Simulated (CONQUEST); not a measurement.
Ca in CONQUEST: convergence with k mesh

Crystal: Ca.

```xyz
2
Lattice="4.1930 0.0000 0.0000 0.0000 4.2035 0.0000 0.0000 0.0000 4.8907" Properties=species:S:1:pos:R:3 pbc="T T T"
Ca   -0.0155   -0.0164    2.4168
Ca    2.1118    2.0889    0.0429
```

This isn't the form of Ca at room conditions, which is fcc.

The cell isn't the ideal one: atoms moved at random.

- Program: CONQUEST 1.3
- Task: convergence study
- Functional: PBEsol
- Potentials or basis: PseudoDojo NC PBEsol, DZP, grid cutoff 120 Ha
- k mesh: 1 × 1 × 1
- Occupations: fermi-dirac, width 0.05 eV
- Spin: no spin polarisation

These are the settings of the first run; the series varies k mesh, with any setting tied to it.

Hardware: 1 thread of AMD EPYC 9R45 96-Core Processor (Zen 5), with other jobs on the host.

**Question.** The values tried are 1 × 1 × 1, 2 × 2 × 2, 3 × 3 × 3, 4 × 4 × 3, 5 × 5 × 4, 5 × 5 × 5, 6 × 6 × 6, 8 × 8 × 7, 9 × 9 × 8, loosest first. From which on does the pressure stay within 0.1 GPa of the tightest run that finished?

**Answer.** From 5 × 5 × 4 on.

```tsv
k mesh	energy less the tightest run, at zero smearing (meV/atom)	pressure (GPa)	largest force (eV/Å)	SCF cycles	CPU time (s)	peak memory (GiB)
1 × 1 × 1	-1336.26	-8.78	0.214	7	16	0.58
2 × 2 × 2	-2.40	-1.00	0.183	7	17	0.58
3 × 3 × 3	60.88	-0.81	0.173	6	16	0.58
4 × 4 × 3	-12.12	-0.82	0.176	6	17	0.58
5 × 5 × 4	-5.71	-0.75	0.173	6	18	0.58
5 × 5 × 5	-9.78	-0.66	0.175	6	18	0.58
6 × 6 × 6	-0.28	-0.67	0.174	6	21	0.58
8 × 8 × 7	1.14	-0.66	0.175	6	26	0.58
9 × 9 × 8	0.00	-0.66	0.174	6	30	0.58
```

Against the tightest run, the largest force stays within 0.005 eV/Å from 3 × 3 × 3 on. Not settled before the last step: the energy (to 1 meV/atom). Meshes of other sizes hit other points, so gaps and Fermi surfaces needn't settle smoothly. The tightest run that finished is the yardstick and may itself not be fully converged.

Caveat, for the tightest run too: the basis of atomic orbitals isn't converged, which shifts pressures, moduli and gaps.
